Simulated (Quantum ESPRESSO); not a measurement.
# Cu2O (Pn-3m) in Quantum ESPRESSO: dielectric tensor with PBEsol

Aim: the dielectric tensor of Cu2O with PBEsol.

Program: Quantum ESPRESSO 7.5. These are calculated values, not measurements. Logs are shortened: lines on timing, memory, paths and dates and some standing lists are left out, and cuts for length are marked.

**The experiment to reproduce.**

From “Importance of surface oxygen vacancies for ultrafast hot carrier relaxation and transport in Cu2O”, 2021, arxiv:2103.03167, for a bulk crystal of Cu2O: band gap 2.17 eV (direct).

How close the calculation comes is told below.

## Step 1: The structure

Symmetry: Pn-3m, No. 224, cubic system. Conventional cell: a = 4.260 Å, b = 4.260 Å, c = 4.260 Å, α = 90.00°, β = 90.00°, γ = 90.00°. Cu (site symmetry -3m) has 2 O at 1.84 Å as nearest neighbours. Around O (site symmetry -43m) lie 4 Cu at 1.84 Å.

## Step 2: Dielectric tensor, PBEsol

The input, pw.in:

```
&CONTROL
  calculation = 'scf'
  prefix = 'pwscf'
  outdir = './tmp'
  pseudo_dir = './pseudo'
  tprnfor = .true.
  tstress = .true.
  disk_io = 'low'
/
&SYSTEM
  ibrav = 0
  nat = 6
  ntyp = 2
  ecutwfc = 56
  ecutrho = 448
  nbnd = 57
  occupations = 'smearing'
  smearing = 'fd'
  degauss = 0.00367493
/
&ELECTRONS
  conv_thr = 1.2d-09
  electron_maxstep = 120
  mixing_beta = 0.5
/
ATOMIC_SPECIES
Cu    63.5460 cu_pbesol_v1.2.uspp.F.UPF
O     15.9990 o_pbesol_v1.2.uspp.F.UPF
CELL_PARAMETERS angstrom
   4.2600000000    0.0000000000    0.0000000000
   0.0000000000    4.2600000000    0.0000000000
   0.0000000000    0.0000000000    4.2600000000
ATOMIC_POSITIONS crystal
Cu     0.2500000000    0.2500000000    0.2500000000
Cu     0.2500000000    0.7500000000    0.7500000000
Cu     0.7500000000    0.7500000000    0.2500000000
Cu     0.7500000000    0.2500000000    0.7500000000
O      0.0000000000    0.0000000000    0.0000000000
O      0.5000000000    0.5000000000    0.5000000000
K_POINTS automatic
6 6 6 0 0 0
```

The input, relax.in:

```
&CONTROL
  calculation = 'vc-relax'
  prefix = 'pwscf'
  outdir = './tmp'
  pseudo_dir = './pseudo'
  tprnfor = .true.
  tstress = .true.
  disk_io = 'low'
  nstep = 40
  forc_conv_thr = 0.0001
  etot_conv_thr = 1d-06
/
&SYSTEM
  ibrav = 0
  nat = 6
  ntyp = 2
  ecutwfc = 56
  ecutrho = 448
  nbnd = 57
  occupations = 'smearing'
  smearing = 'fd'
  degauss = 0.00367493
/
&ELECTRONS
  conv_thr = 1.2d-09
  electron_maxstep = 120
  mixing_beta = 0.5
/
&IONS
  ion_dynamics = 'bfgs'
/
&CELL
  cell_dynamics = 'bfgs'
  press = 0
  press_conv_thr = 0.2
/
ATOMIC_SPECIES
Cu    63.5460 cu_pbesol_v1.2.uspp.F.UPF
O     15.9990 o_pbesol_v1.2.uspp.F.UPF
CELL_PARAMETERS angstrom
   4.2600000000    0.0000000000    0.0000000000
   0.0000000000    4.2600000000    0.0000000000
   0.0000000000    0.0000000000    4.2600000000
ATOMIC_POSITIONS crystal
Cu     0.2500000000    0.2500000000    0.2500000000
Cu     0.2500000000    0.7500000000    0.7500000000
Cu     0.7500000000    0.7500000000    0.2500000000
Cu     0.7500000000    0.2500000000    0.7500000000
O      0.0000000000    0.0000000000    0.0000000000
O      0.5000000000    0.5000000000    0.5000000000
K_POINTS automatic
6 6 6 0 0 0
```

The input, scf2.in:

```
&CONTROL
  calculation = 'scf'
  prefix = 'pwscf'
  outdir = './tmp'
  pseudo_dir = './pseudo'
  tprnfor = .true.
  tstress = .true.
  disk_io = 'low'
/
&SYSTEM
  ibrav = 0
  nat = 6
  ntyp = 2
  ecutwfc = 56
  ecutrho = 448
  nbnd = 57
  occupations = 'fixed'
/
&ELECTRONS
  conv_thr = 1d-13
  electron_maxstep = 120
  mixing_beta = 0.5
  startingpot = 'file'
  startingwfc = 'file'
/
ATOMIC_SPECIES
Cu    63.5460 cu_pbesol_v1.2.uspp.F.UPF
O     15.9990 o_pbesol_v1.2.uspp.F.UPF
CELL_PARAMETERS angstrom
   4.2282325519    0.0000000000    0.0000000000
   0.0000000000    4.2282325519    0.0000000000
   0.0000000000    0.0000000000    4.2282325519
ATOMIC_POSITIONS crystal
Cu     0.2500000000    0.2500000000    0.2500000000
Cu     0.2500000000    0.7500000000    0.7500000000
Cu     0.7500000000    0.7500000000    0.2500000000
Cu     0.7500000000    0.2500000000    0.7500000000
O      0.0000000000    0.0000000000    0.0000000000
O      0.5000000000    0.5000000000    0.5000000000
K_POINTS automatic
6 6 6 0 0 0
```

The input, ph.in:

```
dielectric of Cu2O
&INPUTPH
  prefix = 'pwscf'
  outdir = './tmp'
  tr2_ph = 1d-16
  fildyn = 'dyn'
  niter_ph = 60
  alpha_mix(1) = 0.7
  epsil = .true.
  trans = .false.
  zeu = .true.
/
0.0000000000 0.0000000000 0.0000000000
```

Potentials or basis: GBRV 1.5 PBEsol.

Started as:

```bash
$ OMP_NUM_THREADS=1 mpirun -n 4 pw.x -nk 4 -in pw.in > pw.out
$ OMP_NUM_THREADS=1 mpirun -n 4 pw.x -nk 4 -in relax.in > relax.out
$ OMP_NUM_THREADS=1 mpirun -n 4 pw.x -nk 4 -in scf2.in > scf2.out
$ OMP_NUM_THREADS=1 mpirun -n 4 ph.x -nk 4 -in ph.in > ph.out
```

pw.out:

```text
This program is part of the open-source Quantum ESPRESSO suite
     for quantum simulation of materials; please cite
[... 6 lines left out ...]
     using ibrav=0 with symmetry is DISCOURAGED, use correct ibrav instead

     K-points division:     npool     =       4
     Subspace diagonalization in iterative solution of the eigenvalue problem:
     a serial algorithm will be used

     G-vector sticks info
     --------------------
     sticks:   dense  smooth     PW     G-vecs:    dense   smooth      PW
     Sum        2313    1153    349                83599    29423    4801

     Using Slab Decomposition

     bravais-lattice index     =            0
     lattice parameter (alat)  =       8.0502  a.u.
     unit-cell volume          =     521.7055 (a.u.)^3
     number of atoms/cell      =            6
     number of atomic types    =            2
     number of electrons       =        88.00
     number of Kohn-Sham states=           57
     kinetic-energy cutoff     =      56.0000  Ry
     charge density cutoff     =     448.0000  Ry
     scf convergence threshold =      1.2E-09
     mixing beta               =       0.5000
     number of iterations used =            8  plain     mixing
     Exchange-correlation= SLA  PW   PSX  PSC
                           (   1   4  10   8   0   0   0)

     celldm(1)=   8.050233  celldm(2)=   0.000000  celldm(3)=   0.000000
     celldm(4)=   0.000000  celldm(5)=   0.000000  celldm(6)=   0.000000

     crystal axes: (cart. coord. in units of alat)
               a(1) = (   1.000000   0.000000   0.000000 )
               a(2) = (   0.000000   1.000000   0.000000 )
               a(3) = (   0.000000   0.000000   1.000000 )

     reciprocal axes: (cart. coord. in units 2 pi/alat)
               b(1) = (  1.000000  0.000000  0.000000 )
               b(2) = (  0.000000  1.000000  0.000000 )
               b(3) = (  0.000000  0.000000  1.000000 )

     PseudoPot. # 1 for Cu read from file:
     cu_pbesol_v1.2.uspp.F.UPF
     Pseudo is Ultrasoft + core correction, Zval = 19.0
     Generated by new atomic code, or converted to UPF format
     Using radial grid of  867 points,  6 beta functions with:
                l(1) =   0
                l(2) =   0
                l(3) =   1
                l(4) =   1
                l(5) =   2
                l(6) =   2
     Q(r) pseudized with  8 coefficients,  rinner =    1.150   1.150   1.150
                                                       1.150   1.150

     PseudoPot. # 2 for O  read from file:
     o_pbesol_v1.2.uspp.F.UPF
     Pseudo is Ultrasoft + core correction, Zval =  6.0
     Generated by new atomic code, or converted to UPF format
     Using radial grid of  737 points,  5 beta functions with:
                l(1) =   0
                l(2) =   0
                l(3) =   1
                l(4) =   1
                l(5) =   2
     Q(r) pseudized with  8 coefficients,  rinner =    0.900   0.900   0.900
                                                       0.900   0.900

     atomic species   valence    mass     pseudopotential
     Cu               19.00    63.54600     Cu( 1.00)
     O                 6.00    15.99900     O ( 1.00)

     48 Sym. Ops., with inversion, found (24 have fractional translation)

   Cartesian axes

     site n.     atom                  positions (alat units)
         1        Cu     tau(   1) = (   0.2500000   0.2500000   0.2500000  )
         2        Cu     tau(   2) = (   0.2500000   0.7500000   0.7500000  )
         3        Cu     tau(   3) = (   0.7500000   0.7500000   0.2500000  )
         4        Cu     tau(   4) = (   0.7500000   0.2500000   0.7500000  )
         5        O      tau(   5) = (   0.0000000   0.0000000   0.0000000  )
         6        O      tau(   6) = (   0.5000000   0.5000000   0.5000000  )

     number of k points=    20  Fermi-Dirac smearing, width (Ry)=  0.0037
                       cart. coord. in units 2pi/alat
        k(    1) = (   0.0000000   0.0000000   0.0000000), wk =   0.0092593
        k(    2) = (   0.0000000   0.0000000   0.1666667), wk =   0.0555556
        k(    3) = (   0.0000000   0.0000000   0.3333333), wk =   0.0555556
        k(    4) = (   0.0000000   0.0000000  -0.5000000), wk =   0.0277778
        k(    5) = (   0.0000000   0.1666667   0.1666667), wk =   0.1111111
        k(    6) = (   0.0000000   0.1666667   0.3333333), wk =   0.2222222
[... 12 lines left out ...]
        k(   19) = (   0.3333333  -0.5000000  -0.5000000), wk =   0.0555556
        k(   20) = (  -0.5000000  -0.5000000  -0.5000000), wk =   0.0092593

     Dense  grid:    83599 G-vectors     FFT dimensions: (  60,  60,  60)

     Smooth grid:    29423 G-vectors     FFT dimensions: (  40,  40,  40)

     Check: negative core charge=   -0.000002

     Initial potential from superposition of free atoms

     starting charge      84.0000, renormalised to      88.0000
     Starting wfcs are   60 randomized atomic wfcs

     Self-consistent Calculation

     iteration #  1     ecut=    56.00 Ry     beta= 0.50
     Davidson diagonalization with overlap
     ethr =  1.00E-02,  avg # of iterations =  3.8

     total energy              =   -1668.76909906 Ry
     estimated scf accuracy    <      17.58482941 Ry

     iteration #  2     ecut=    56.00 Ry     beta= 0.50
     Davidson diagonalization with overlap
     ethr =  1.00E-02,  avg # of iterations =  3.0
[... 155 lines left out ...]
     total energy              =   -1678.38016860 Ry
     estimated scf accuracy    <          1.5E-09 Ry

     iteration # 25     ecut=    56.00 Ry     beta= 0.50
     Davidson diagonalization with overlap
     ethr =  1.68E-12,  avg # of iterations =  3.0

     End of self-consistent calculation

          k = 0.0000 0.0000 0.0000 (  3743 PWs)   bands (ev):

  -101.3182-101.3166-101.3166-101.3166 -59.0438 -59.0290 -59.0290 -59.0290
   -58.8104 -58.8104 -58.8026 -58.8026 -58.8026 -58.7992 -58.7992 -58.7992
    -9.7102  -8.9411   3.0519   3.0519   3.0519   5.4712   5.5074   5.5074
     5.5074   7.3649   7.3649   7.4958   7.4958   7.4958   8.3870   8.3870
     8.5028   8.5028   8.5028   8.6333   8.6333   8.6333   8.8600   8.8600
     8.8600  10.4179  10.4179  10.4179  10.9495  11.5443  11.5443  18.2891
    18.2891  18.2891  19.6257  19.6257  19.6257  20.8345  22.9669  22.9669
    22.9669
[... 80 lines left out ...]
  -101.3172-101.3172-101.3168-101.3168 -59.0366 -59.0366 -59.0289 -59.0289
   -58.8069 -58.8069 -58.8051 -58.8051 -58.8016 -58.8016 -58.7998 -58.7998
    -9.3050  -9.3050   3.0293   3.0293   4.0862   4.0862   4.6836   4.6836
     7.2327   7.2327   7.6961   7.6961   8.0662   8.0662   8.0875   8.0875
     8.2700   8.2700   8.5116   8.5116   8.5433   8.5433   8.8874   8.8874
     9.1431   9.1431   9.8141   9.8141  12.4708  12.4708  14.2198  14.2198
    17.2895  17.2895  18.1033  18.1033  22.1206  22.1206  22.7858  22.7858
    22.9362

          k = 0.0000-0.5000-0.5000 (  3676 PWs)   bands (ev):

  -101.3170-101.3170-101.3169-101.3169 -59.0366 -59.0366 -59.0289 -59.0289
   -58.8072 -58.8072 -58.8046 -58.8046 -58.8020 -58.8020 -58.7995 -58.7995
    -9.2990  -9.2990   2.9203   2.9203   4.1101   4.1101   4.7651   4.7651
     7.3852   7.3852   7.6192   7.6192   8.1016   8.1016   8.1492   8.1492
     8.1909   8.1909   8.4786   8.4786   8.5084   8.5084   8.9196   8.9196
     9.1780   9.1780   9.7562   9.7562  12.2674  12.2674  14.2283  14.2283
    17.1226  17.1226  18.6744  18.6744  21.1819  21.1819  22.6488  22.6488
    23.9480

          k = 0.1667 0.1667 0.1667 (  3689 PWs)   bands (ev):
[... 45 lines left out ...]
  -101.3172-101.3171-101.3168-101.3168 -59.0399 -59.0332 -59.0289 -59.0289
   -58.8080 -58.8075 -58.8065 -58.8032 -58.8010 -58.8007 -58.7999 -58.7997
    -9.4061  -9.1910   3.0211   3.1161   3.6400   4.4085   4.6507   4.6876
     7.1380   7.2763   7.5034   7.8820   8.0170   8.0756   8.1372   8.1611
     8.2114   8.3111   8.4821   8.5347   8.6064   8.6518   8.7727   8.8802
     9.1504   9.2670   9.7256   9.8244  12.3336  13.1582  13.7927  14.3503
    15.7832  16.0778  19.8294  20.0145  20.7277  21.0279  23.0280  23.0742
    23.7471

          k = 0.1667-0.5000-0.5000 (  3688 PWs)   bands (ev):

  -101.3171-101.3170-101.3169-101.3169 -59.0405 -59.0328 -59.0289 -59.0289
   -58.8080 -58.8080 -58.8072 -58.8021 -58.8011 -58.8011 -58.7996 -58.7995
    -9.4170  -9.1680   2.9742   2.9742   3.6887   4.4070   4.7268   4.7268
     7.3117   7.3117   7.3369   7.8794   8.0292   8.1025   8.1025   8.2372
     8.2741   8.2741   8.4432   8.4919   8.5920   8.6476   8.8338   8.8338
     9.2993   9.2993   9.6481   9.7977  11.9543  13.2439  13.9842  13.9842
    16.0034  16.0034  19.8883  20.1627  20.5546  20.5546  23.1931  23.9079
    24.2895

          k = 0.3333 0.3333 0.3333 (  3710 PWs)   bands (ev):
[... 12 lines left out ...]
  -101.3172-101.3170-101.3169-101.3168 -59.0424 -59.0308 -59.0289 -59.0289
   -58.8090 -58.8087 -58.8081 -58.8013 -58.8000 -58.7999 -58.7999 -58.7997
    -9.4729  -9.0986   3.0631   3.2112   3.2762   4.5497   4.6323   4.6646
     7.1262   7.2305   7.3292   7.9238   7.9354   8.0965   8.1332   8.2136
     8.3263   8.3570   8.4713   8.6324   8.6625   8.7117   8.7343   8.7396
     9.4038   9.4743   9.5747   9.8289  12.6882  13.0577  13.4582  14.4872
    15.0556  15.4860  18.9682  19.3534  22.2443  22.7770  23.5728  23.6356
    24.7279

          k = 0.3333-0.5000-0.5000 (  3684 PWs)   bands (ev):

  -101.3171-101.3169-101.3169-101.3169 -59.0433 -59.0300 -59.0289 -59.0289
   -58.8092 -58.8092 -58.8090 -58.8003 -58.7999 -58.7999 -58.7996 -58.7994
    -9.4959  -9.0627   3.0888   3.0888   3.3043   4.5623   4.6499   4.6499
     7.1960   7.2033   7.2033   7.8978   7.9017   8.1189   8.1189   8.1560
     8.4181   8.4181   8.4446   8.5999   8.6947   8.6947   8.7470   8.7632
     9.4974   9.6178   9.6178   9.8281  12.3842  13.2269  13.2269  14.4698
    15.3748  15.3748  18.2652  18.7354  23.4234  23.4234  23.8935  24.0698
    24.8949

          k =-0.5000-0.5000-0.5000 (  3648 PWs)   bands (ev):

  -101.3171-101.3169-101.3169-101.3169 -59.0444 -59.0289 -59.0289 -59.0289
   -58.8097 -58.8097 -58.8097 -58.7996 -58.7996 -58.7994 -58.7994 -58.7994
    -9.5233  -9.0219   3.1502   3.1502   3.1502   4.6106   4.6106   4.6106
     7.1595   7.1595   7.1595   7.8549   7.8549   8.1190   8.1190   8.1190
     8.4511   8.4511   8.4511   8.6478   8.6478   8.6478   8.8068   8.8068
     9.4396   9.8421   9.8421   9.8421  12.7627  12.7627  12.7627  15.2673
    15.2673  15.2673  17.3460  18.0530  24.1866  24.1866  25.3352  25.3352
    25.3352

     the Fermi energy is    10.7317 ev

!    total energy              =   -1678.38016860 Ry
     estimated scf accuracy    <          2.4E-10 Ry
     smearing contrib. (-TS)   =      -0.00000635 Ry
     internal energy E=F+TS    =   -1678.38016225 Ry

     The total energy is F=E-TS. E is the sum of the following terms:
     one-electron contribution =   -1300.61392176 Ry
     hartree contribution      =     690.45186083 Ry
     xc contribution           =    -167.84066084 Ry
     ewald contribution        =    -900.37744048 Ry

     convergence has been achieved in  25 iterations

     Forces acting on atoms (cartesian axes, Ry/au):

     atom    1 type  1   force =     0.00000000    0.00000000   -0.00000000
     atom    2 type  1   force =     0.00000000   -0.00000000   -0.00000000
     atom    3 type  1   force =     0.00000000    0.00000000    0.00000000
     atom    4 type  1   force =     0.00000000   -0.00000000    0.00000000
     atom    5 type  2   force =     0.00000000    0.00000000    0.00000000
     atom    6 type  2   force =     0.00000000    0.00000000    0.00000000

     Total force =     0.000000     Total SCF correction =     0.000000

     Computing stress (Cartesian axis) and pressure

          total   stress  (Ry/bohr**3)                   (kbar)     P=      -29.33
  -0.00019939   0.00000000   0.00000000          -29.33        0.00        0.00
   0.00000000  -0.00019939   0.00000000            0.00      -29.33        0.00
   0.00000000   0.00000000  -0.00019939            0.00        0.00      -29.33

=------------------------------------------------------------------------------=
   JOB DONE.
=------------------------------------------------------------------------------=
```

Run time: 13 min. Hardware: 4 MPI ranks of Intel Xeon Platinum 8259CL at 2.50GHz (Skylake/Cascade Lake), shared host; peak memory 0.84 GiB.

What came out:

| Item | Value |
| --- | --- |
| Free energy | -22835.5372 eV |
| Relaxed volume | 12.60 Å³/atom |
| Relaxed cell | a = 4.228 Å, b = 4.228 Å, c = 4.228 Å, α = 90.00°, β = 90.00°, γ = 90.00° |
| Space group after relaxing (to 0.05 Å) | Pn-3m (No. 224) |
| Pressure after relaxing | -0.1 GPa |
| Band gap on the k mesh | 0.58 eV, direct |
| Electronic dielectric tensor (diagonal) | 10.93 |
| Born charges (mean of the diagonal) | Cu +0.85; O -1.78 e |

Step by step:
```tsv
step	energy change (eV)	largest force (eV/Å)	pressure (GPa)	volume (Å³)
1	0.0000	0.0000	-2.93	77.31
2	-0.0140	0.0000	-0.98	76.16
3	-0.0158	0.0000	0.01	75.59
4	-0.0158	0.0000	0.02	75.59
```

Final structure:
```
Cu O
1.0
     4.22823    0.00000    0.00000
     0.00000    4.22823    0.00000
     0.00000    0.00000    4.22823
Cu O
4 2
Direct
  0.25000 0.25000 0.25000
  0.25000 0.75000 0.75000
  0.75000 0.75000 0.25000
  0.75000 0.25000 0.75000
  0.00000 0.00000 0.00000
  0.50000 0.50000 0.50000
```

Electronic dielectric tensor:
```
10.93  0.00  0.00
 0.00 10.93  0.00
 0.00  0.00 10.93
```

Born effective charge tensors (e):
atom 1, Cu
```
0.85 0.40 0.40
0.40 0.85 0.40
0.40 0.40 0.85
```
atom 2, Cu
```
 0.85 -0.40 -0.40
-0.40  0.85  0.40
-0.40  0.40  0.85
```
atom 3, Cu
```
 0.85  0.40 -0.40
 0.40  0.85 -0.40
-0.40 -0.40  0.85
```
atom 4, Cu
```
 0.85 -0.40  0.40
-0.40  0.85 -0.40
 0.40 -0.40  0.85
```
atom 5, O
```
-1.78  0.00  0.00
 0.00 -1.78  0.00
 0.00  0.00 -1.78
```
atom 6, O
```
-1.78  0.00  0.00
 0.00 -1.78  0.00
 0.00  0.00 -1.78
```

Caveat: the mesh is thin for the dielectric tensor, Born charges and intensities, which usually come out too large; the gap is small at this level, which inflates the dielectric constant; on a mesh that holds Γ this program's dielectric tensor can be off by some percent beyond the error of the mesh; the Born charges break their sum rule by 0.18 e, a sign of too thin a mesh.

## Step 3: Against experiment

Step 2. A measured gap of Cu2O is 2.17 eV (direct; quoted in “Importance of surface oxygen vacancies for ultrafast hot carrier relaxation and transport in Cu2O”, 2021, arxiv:2103.03167); the calculated 0.58 eV misses it by -1.59 eV. So large a miss can be the level of theory's own, or it may mean another phase, state or a wrong row. The value is that of PBEsol on a finite k mesh, which can miss the band edges, without temperature or zero-point motion. Semilocal functionals fall short of measured gaps as a rule.
